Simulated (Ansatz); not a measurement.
**In in Ansatz: the effect of functional**

Crystal: In.

```
In
1.0
    -1.63624    1.63624    2.49008
     1.63624   -1.63624    2.49008
     1.63624    1.63624   -2.49008
In
1
Cartesian
  0.0000 0.0000 0.0000
```

The cell isn't the ideal one: volume scaled by 1.02.

Alike in all runs:

| Item | Value |
| --- | --- |
| Program | Ansatz 0.2.0 |
| Task | single point |
| Potentials or basis | Ansatz PAW |
| k mesh | 11 × 11 × 11 |
| Occupations | fermi-dirac, width 0.05 eV |
| Spin | no spin polarisation |

Problem. One run gave: pressure -0.6 GPa. Which functional did it use?
A. LDA
B. r2SCAN
C. PBEsol

Solution. B.

| functional | cutoff | pressure (GPa) |
| --- | --- | --- |
| LDA | 420 eV (not typed: the program's choice for these potentials) | -3.2 |
| PBEsol | 420 eV (not typed: the program's choice for these potentials) | -1.7 |
| r2SCAN | 500 eV (not typed: the program's choice for these potentials) | -0.6 |

Caveats: the PAW data sets come from PBE, with cores solved anew for the run's functional, which leaves a small shift of forces and pressure.
